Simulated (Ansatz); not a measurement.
## Se: relaxation of cell and atoms with PBE

Crystal: Se.

```
Se
1.0
     4.36620    0.00000    0.00000
    -2.18310    3.78124    0.00000
     0.00000    0.00000    4.95360
Se
3
Direct
  0.77460 0.77460 0.00000
  0.00000 0.22540 0.66667
  0.22540 0.00000 0.33333
```

```
Program               : Ansatz 0.2.0
Task                  : relaxation of cell and atoms
Functional            : PBE
Potentials or basis   : Ansatz PAW
Cutoff                : 420 eV (not typed: the program's choice for these potentials)
k mesh                : 7 × 7 × 6
Occupations           : fermi-dirac, width 0.05 eV
Spin                  : no spin polarisation
Target pressure       : 30 GPa
Target pressure (GPa) : 30
```

```json
{
  "Relaxed volume": "17.24 Å³/atom",
  "Relaxed cell": "a = 3.369 Å, b = 3.369 Å, c = 5.263 Å, α = 90.00°, β = 90.00°, γ = 120.00°",
  "Space group after relaxing (to 0.05 Å)": "P3_121 (No. 152)",
  "Energy change on relaxing (the enthalpy is what falls)": "+578.4 meV/atom",
  "Ionic steps": "12",
  "Pressure after relaxing": "30.0 GPa",
  "Band gap on the k mesh": "none (metal or under the smearing width)"
}
```

Step by step:
```csv
step,energy change (eV),largest force (eV/Å),volume (Å³)
1,0.0000,0.4013,81.78
2,0.2846,0.9946,70.71
3,0.8703,1.4065,61.60
4,1.6240,1.3022,54.72
5,1.8455,0.6825,52.07
6,1.5991,0.3428,52.67
7,1.5782,0.1986,52.66
8,1.8140,0.1355,51.35
9,1.6960,0.0197,51.93
10,1.7330,0.0054,51.72
11,1.7334,0.0008,51.72
12,1.7351,0.0010,51.72
```

Final structure:
```xyz
3
Lattice="3.3685 0.0000 0.0000 -1.6843 2.9172 0.0000 0.0000 0.0000 5.2635" Properties=species:S:1:pos:R:3 pbc="T T T"
Se    1.1600    2.0091    0.0000
Se   -0.5243    0.9081    3.5090
Se    1.0486    0.0000    1.7545
```

Levels at points of the mesh, in eV from the Fermi level:
```tsv
k point	band 20	band 21	band 22	band 23	band 24	band 25	band 26	band 27	band 28	band 29
(0.00, 0.00, 0.00)	-2.36	-2.36	-1.97	-1.97	-1.65	1.80	1.80	3.38	5.65	5.65
(0.00, 0.00, -0.50)	-2.76	-2.76	-0.75	-0.31	-0.31	0.19	1.38	1.38	3.93	6.65
```

Run time: 37 s on 2 threads of Intel(R) Xeon(R) 6975P-C (Granite Rapids) (shared host), peak memory 0.42 GiB.

Caveat: the volume moved by over 15 % at a fixed basis, so the end points are rough; the plane-wave basis is chosen anew once the cell has moved, so the energies of steps on either side of that aren't comparable.
